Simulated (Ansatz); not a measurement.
Computed with Ansatz 0.2.0, DFT PBEsol, scalar-relativistic, plane waves, PAW.

Cutoff 420 eV; k points 12×12×6 on the computed 4-atom cell (Γ-centred); Gaussian smearing, width 0.10 eV; no spin polarisation.

```yaml
crystal:
  lattice:
    - [4.07486, 0.00000, 0.00000]
    - [-2.03743, 3.52893, 0.00000]
    - [0.00000, 0.00000, 7.32089]
  atoms:
    - { symbol: Ge, position: [0.66667, 0.33333, 0.02502] }
    - { symbol: Ge, position: [0.33333, 0.66667, 0.52502] }
    - { symbol: Ge, position: [0.66667, 0.33333, 0.47498] }
    - { symbol: Ge, position: [0.33333, 0.66667, 0.97498] }
```

(1) Is this geometry at equilibrium? Which atom feels the largest force?

(2) Give all forces and the stress.

Results:

(1) It isn't. Atom 2 (Ge) feels (0.00, 0.00, 1.45) eV/Å, 1.449 eV/Å in size, and symmetry-related atoms feel the same size.

(2)
| atom | Fx | Fy | Fz |
| --- | --- | --- | --- |
| Ge1 | 0.000 | 0.000 | 1.449 |
| Ge2 | 0.000 | 0.000 | 1.449 |
| Ge3 | 0.000 | 0.000 | -1.449 |
| Ge4 | 0.000 | 0.000 | -1.449 |
Stress (GPa, compression positive):
```
 1.14  0.00  0.00
 0.00  1.14  0.00
 0.00  0.00 -5.77
```

This form isn't the element's structure at ambient conditions.